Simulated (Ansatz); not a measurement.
# TaN: the cost of one run

Program: Ansatz 0.2.0. Level of theory: DFT PBE, scalar-relativistic, plane waves, PAW. These are calculated values, not measurements.

**1. The structure to begin with**

Symmetry: P-62m, No. 189, hexagonal system. Conventional cell: a = 5.196 Å, b = 5.196 Å, c = 2.911 Å, α = 90.00°, β = 90.00°, γ = 120.00°. Around Ta (site symmetry -6) lie 6 N at 2.16 Å. Around Ta (site symmetry -62m) lie 3 N at 2.04 Å. N (site symmetry m2m) has 5 Ta at 2.04 to 2.16 Å in its first shell of neighbours.

Coordinates:

```cif
data_structure
_symmetry_space_group_name_H-M 'P-62m'
_symmetry_Int_Tables_number 189
_cell_length_a 5.1960
_cell_length_b 5.1960
_cell_length_c 2.9110
_cell_angle_alpha 90.000
_cell_angle_beta 90.000
_cell_angle_gamma 120.000
_cell_volume 68.06
loop_
_atom_site_label
_atom_site_type_symbol
_atom_site_symmetry_multiplicity
_atom_site_Wyckoff_symbol
_atom_site_fract_x
_atom_site_fract_y
_atom_site_fract_z
_atom_site_occupancy
Ta1 Ta 2 d 0.66667 0.33333 0.50000 1
Ta2 Ta 1 a 0.00000 0.00000 0.00000 1
N1 N 3 f 0.39285 0.39285 0.00000 1
```

The runs take a perfect supercell of 54 atoms; the defect goes to fractional position (0.333, 0.333, 0.167).

**2. The perfect supercell**

input.yaml reads:

```yaml
crystal:
  lattice:
    - [7.794, 4.499868, 0.0]
    - [-7.794, 4.499868, 0.0]
    - [0.0, 0.0, 8.733]
  atoms:
    - { symbol: Ta, position: [0.333333, 0.333333, 0.166667] }
    - { symbol: Ta, position: [0.333333, 0.333333, 0.5] }
    - { symbol: Ta, position: [0.333333, 0.333333, 0.833333] }
    - { symbol: Ta, position: [0.666667, 0.0, 0.166667] }
    - { symbol: Ta, position: [0.666667, 0.0, 0.5] }
    - { symbol: Ta, position: [0.666667, 0.0, 0.833333] }
    - { symbol: Ta, position: [0.0, 0.666667, 0.166667] }
    - { symbol: Ta, position: [0.0, 0.666667, 0.5] }
    - { symbol: Ta, position: [0.0, 0.666667, 0.833333] }
    - { symbol: Ta, position: [0.333333, 1.0, 0.166667] }
    - { symbol: Ta, position: [0.333333, 1.0, 0.5] }
    - { symbol: Ta, position: [0.333333, 1.0, 0.833333] }
    - { symbol: Ta, position: [0.666667, 0.666667, 0.166667] }
    - { symbol: Ta, position: [0.666667, 0.666667, 0.5] }
    - { symbol: Ta, position: [0.666667, 0.666667, 0.833333] }
    - { symbol: Ta, position: [0.0, 0.333333, 0.166667] }
    - { symbol: Ta, position: [0.0, 0.333333, 0.5] }
    - { symbol: Ta, position: [0.0, 0.333333, 0.833333] }
    - { symbol: Ta, position: [0.0, 0.0, 0.0] }
    - { symbol: Ta, position: [0.0, 0.0, 0.333333] }
    - { symbol: Ta, position: [0.0, 0.0, 0.666667] }
    - { symbol: Ta, position: [0.333333, 0.666667, 0.0] }
    - { symbol: Ta, position: [0.333333, 0.666667, 0.333333] }
    - { symbol: Ta, position: [0.333333, 0.666667, 0.666667] }
    - { symbol: Ta, position: [0.666667, 0.333333, 0.0] }
    - { symbol: Ta, position: [0.666667, 0.333333, 0.333333] }
    - { symbol: Ta, position: [0.666667, 0.333333, 0.666667] }
    - { symbol: "N", position: [0.13095, 0.86905, 0.0] }
    - { symbol: "N", position: [0.13095, 0.86905, 0.333333] }
    - { symbol: "N", position: [0.13095, 0.86905, 0.666667] }
    - { symbol: "N", position: [0.464283, 0.535717, 0.0] }
    - { symbol: "N", position: [0.464283, 0.535717, 0.333333] }
    - { symbol: "N", position: [0.464283, 0.535717, 0.666667] }
    - { symbol: "N", position: [0.797617, 0.202383, 0.0] }
    - { symbol: "N", position: [0.797617, 0.202383, 0.333333] }
    - { symbol: "N", position: [0.797617, 0.202383, 0.666667] }
    - { symbol: "N", position: [0.404767, 0.202383, 0.0] }
    - { symbol: "N", position: [0.404767, 0.202383, 0.333333] }
    - { symbol: "N", position: [0.404767, 0.202383, 0.666667] }
    - { symbol: "N", position: [0.7381, 0.86905, 0.0] }
    - { symbol: "N", position: [0.7381, 0.86905, 0.333333] }
    - { symbol: "N", position: [0.7381, 0.86905, 0.666667] }
    - { symbol: "N", position: [0.071433, 0.535717, 0.0] }
    - { symbol: "N", position: [0.071433, 0.535717, 0.333333] }
    - { symbol: "N", position: [0.071433, 0.535717, 0.666667] }
    - { symbol: "N", position: [0.13095, 0.2619, 0.0] }
    - { symbol: "N", position: [0.13095, 0.2619, 0.333333] }
    - { symbol: "N", position: [0.13095, 0.2619, 0.666667] }
    - { symbol: "N", position: [0.464283, 0.928567, 0.0] }
    - { symbol: "N", position: [0.464283, 0.928567, 0.333333] }
    - { symbol: "N", position: [0.464283, 0.928567, 0.666667] }
    - { symbol: "N", position: [0.797617, 0.595233, 0.0] }
    - { symbol: "N", position: [0.797617, 0.595233, 0.333333] }
    - { symbol: "N", position: [0.797617, 0.595233, 0.666667] }
basis:
  ecutwfc: 420
  fft_grid_basis: typed
kpoints:
  mp_grid: { grid: [3, 3, 2] }
hamiltonian:
  xc: pbe
  pseudopotentials: { kind: paw }
scf:
  occupations: { method: gaussian, width: 0.05 }
output:
  forces: true
  stress: false
  eigenvalues: true
  bader: false
  write_density: true
  volumetric_format: npy
```

Launch:

```sh
$ ansatz run input.yaml --threads 8 --pin off --max-ram 16384MiB --backend cpu --events-out ev --progress --plain --runs-dir out
```

What time and memory should one allow on 8 threads of Intel Xeon Platinum 8488C (Sapphire Rapids), shared host?

About 10 s, with a peak of 4.5 GiB.
